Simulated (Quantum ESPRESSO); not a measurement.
KMgF3:

```
CELL_PARAMETERS angstrom
3.98590 0.00000 0.00000
0.00000 3.98590 0.00000
0.00000 0.00000 3.98590
ATOMIC_POSITIONS crystal
K 0.50000 0.50000 0.50000
Mg 0.00000 0.00000 0.00000
F 0.00000 0.00000 0.50000
F 0.00000 0.50000 0.00000
F 0.50000 0.00000 0.00000
```

Base run:

```yaml
Program: Quantum ESPRESSO 7.5
Functional: LDA
Potentials_or_basis: GBRV 1.5 LDA
Cutoff: 612 eV
Density_cutoff: 4898 eV
k_mesh: 7 × 7 × 7
Occupations: fermi-dirac, width 0.05 eV
Spin: no spin polarisation
```

Its results: band gap on the k mesh 6.99 eV, indirect (least direct gap 7.28 eV); pressure -4.6 GPa.

Task: The run is repeated on the same cell with these changes: functional from LDA to PBEsol; potentials or basis from GBRV 1.5 LDA to GBRV 1.5 PBEsol. What comes out?

Result: Band gap on the k mesh 7.17 eV, indirect (least direct gap 7.45 eV); pressure 0.1 GPa.

Caveats: some levels on the path didn't converge (some runs).

A k mesh can miss the band edges.
